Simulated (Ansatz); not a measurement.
Input and command of a calculation in Ansatz (plane waves; scalar-relativistic PAW potentials unless the input names others):

```yaml
crystal:
  lattice:
    - [5.5278124674, 3.1914840161, 6.7579086874]
    - [-5.5278124674, 3.1914840161, 6.7579086874]
    - [0.0, -6.3829680322, 6.7579086874]
  atoms:
    - { symbol: Zr, position: [1.0, 0.3333333333, 0.6666666667] }
    - { symbol: Zr, position: [1.0, 0.6666666667, 0.3333333333] }
    - { symbol: Zr, position: [0.3333333333, 0.0, 0.6666666667] }
    - { symbol: Zr, position: [-3.12769e-05, 0.0103840881, -0.0045199528] }
    - { symbol: Zr, position: [0.3341389618, 0.3407441137, 0.3277904338] }
    - { symbol: Zr, position: [0.6666666667, 0.6666666667, 0.6666666667] }
    - { symbol: Zr, position: [0.3333333333, 0.6666666667, 0.0] }
    - { symbol: Zr, position: [0.6666666667, 0.0, 0.3333333333] }
    - { symbol: Zr, position: [0.6666666667, 0.3333333333, 0.0] }
    - { symbol: S, position: [0.4841167653, 0.4841167653, 0.8174500986] }
    - { symbol: S, position: [0.4841167653, 0.8174500986, 0.4841167653] }
    - { symbol: S, position: [0.8174500986, 0.1507834319, 0.8174500986] }
    - { symbol: S, position: [0.491454226, 0.1602849639, 0.1483264045] }
    - { symbol: S, position: [0.8174500986, 0.4841167653, 0.4841167653] }
    - { symbol: S, position: [0.1507834319, 0.8174500986, 0.8174500986] }
    - { symbol: S, position: [0.8174500986, 0.8174500986, 0.1507834319] }
    - { symbol: S, position: [0.1448492349, 0.1427440854, 0.4827596249] }
    - { symbol: S, position: [0.1407534857, 0.5061854222, 0.1452807081] }
    - { symbol: S, position: [0.1825499014, 0.5158832347, 0.5158832347] }
    - { symbol: S, position: [0.1699188935, 0.8507510725, 0.1903768044] }
    - { symbol: S, position: [0.5158832347, 0.1825499014, 0.5158832347] }
    - { symbol: S, position: [0.1901394911, 0.1649327874, 0.8593839286] }
    - { symbol: S, position: [0.5158832347, 0.5158832347, 0.1825499014] }
    - { symbol: S, position: [0.8492165681, 0.8492165681, 0.5158832347] }
    - { symbol: S, position: [0.5158832347, 0.8492165681, 0.8492165681] }
    - { symbol: S, position: [0.8311584007, 0.1817292312, 0.1898301505] }
    - { symbol: S, position: [0.8492165681, 0.5158832347, 0.8492165681] }
    - { symbol: Zr, position: [0.1649922327, 0.1768889019, 0.1714799341] }
  host:
    lattice:
      - [3.6852083116, 0.0, 0.0]
      - [-1.8426041558, 3.1914840161, 0.0]
      - [0.0, 0.0, 6.7579086874]
    atoms:
      - { symbol: Zr, position: [0.0, 0.0, 0.0] }
      - { symbol: S, position: [0.6666666667, 0.3333333333, 0.7856836291] }
      - { symbol: S, position: [0.3333333333, 0.6666666667, 0.2143163709] }
basis:
  ecutwfc: 420
  xc_grid: 2
kpoints:
  mp_grid: { grid: [2, 2, 2], shift: [0.5, 0.5, 0.5] }
hamiltonian:
  xc: pbe
scf:
  occupations: { method: gaussian, width: 0.01 }
  max_iter: 2
output:
  forces: true
  eigenvalues: true
relax:
  adjacent_minimum: "off"
  f_tol: 0.025
  max_steps: 45
```

```bash
ansatz run input.yaml --threads 4 --pin off --max-ram 10240MiB --backend cpu --events-out ev --progress --plain --runs-dir out
```

Abridged log:
```
Basis set: ecut = 420 eV, 14027 PW (Γ), exchange–correlation on 128×128×128 points (8 copies of the dense FFT grid, shifted against one another)
Bands: 142, of which v1, the nominal top of the filled ones, is band 114 counted from 1 (113 counted from 0)
Symmetry: 1 space group operations
k-points: 4 of 8 (time reversal used)
SCF iter   1: F=—  HF=-58117.083604 eV  |F-HF|=—  |Δ(HF+E_count)|=         —  Δρ=5.31e-3  dr2=6.30e-1  ethr=1.77e-3  ⟨swp⟩=9.8  Hψ=5684  notcnv=0
SCF iter   2: F=—  HF=-58117.054281 eV  |F-HF|=—  |Δ(HF+E_count)|=   2.93e-2  Δρ=2.80e-3  dr2=1.43e-1  ethr=2.76e-4  ⟨swp⟩=7.2  Hψ=3472  notcnv=0
```

Task: Find the fault.

Result: The fault is too few SCF iterations (scf.max_iter: not typed → 2, the first being the value of the sound run). Setting it back cures it. The log, from which this was withheld above, says: «Error: did not converge after 2 iterations: dr2 = 1.43e-1 (threshold 1.56e-5), under the density mixer `msr1`, which `scf.mixing.algorithm: auto` chose by the deck's other keys (type `scf.mixing.algorithm: msr1` to keep it); raise `scf.max_iter`, which need not help a stalled SCF, or adjust the mixing (`scf.mixing`) or, under a smearing, its width (`scf.occupations.width` …» The run stopped without converging. A reference run from the same start on usual settings converged, and the end of its own relaxation has largest force 0.023 eV/Å, no gap on the mesh.

The run took 7.6 s on 4 threads of INTEL(R) XEON(R) PLATINUM 8581C CPU @ 2.10GHz (Emerald Rapids), on a shared host, peak memory 2 GiB.